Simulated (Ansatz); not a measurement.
Tl in Ansatz: convergence with smearing width

Input of the first run (smearing width 0.3 eV); the others differ in this setting and in those tied to it:

The input input.yaml:

```yaml
crystal:
  lattice:
    - [-1.9559951735, 1.9559951735, 1.9559951735]
    - [1.9559951735, -1.9559951735, 1.9559951735]
    - [1.9559951735, 1.9559951735, -1.9559951735]
  atoms:
    - { symbol: Tl, position: [0.0, 0.0, 0.0] }
hamiltonian:
  xc: pbe
  pseudopotentials: { kind: paw }
kpoints:
  mp_grid: { grid: [8, 8, 8] }
scf:
  occupations: { method: fermi_dirac, width: 0.3 }
output:
  forces: true
  stress: true
  eigenvalues: true
```

Potentials or basis: Ansatz PAW.

The run is started by

```bash
$ ansatz run input.yaml --threads 2 --pin off --max-ram 5632MiB --backend cpu --events-out ev --progress --plain --runs-dir out
```

This isn't the form of Tl at room conditions, which is hcp.

Hardware: 2 threads of Intel(R) Xeon(R) Processor @ 2.50GHz (Skylake/Cascade Lake) (shared host).

Question: The values tried are 0.3 eV, 0.2 eV, 0.15 eV, 0.1 eV, 0.05 eV, 0.025 eV, 0.01 eV, 0.005 eV, loosest first. From which on does the energy stay within 1 meV/atom of the tightest run that finished?

Answer: From 0.025 eV on.

| smearing width | energy less the tightest run, at zero smearing (meV/atom) | pressure (GPa) | SCF cycles | CPU time (s) | peak memory (GiB) |
| --- | --- | --- | --- | --- | --- |
| 0.3 eV | -19.42 | 1.95 | 6 | 1.6 | 0.28 |
| 0.2 eV | -13.96 | 1.79 | 6 | 1.5 | 0.28 |
| 0.15 eV | -9.85 | 1.74 | 6 | 1.5 | 0.28 |
| 0.1 eV | -5.41 | 1.72 | 6 | 1.6 | 0.28 |
| 0.05 eV | -2.01 | 1.69 | 6 | 1.5 | 0.28 |
| 0.025 eV | -1.00 | 1.69 | 6 | 1.5 | 0.28 |
| 0.01 eV | -0.24 | 1.69 | 6 | 1.6 | 0.28 |
| 0.005 eV | 0.00 | 1.69 | 6 | 1.6 | 0.28 |

Against the tightest run, the pressure stays within 0.1 GPa from 0.2 eV on. Narrower smearing needs a denser k mesh, so at a fixed mesh the narrowest width isn't the most accurate. The tightest run that finished is the yardstick and may itself not be fully converged.

The run has no spin-orbit coupling, so splittings on Tl are missing.
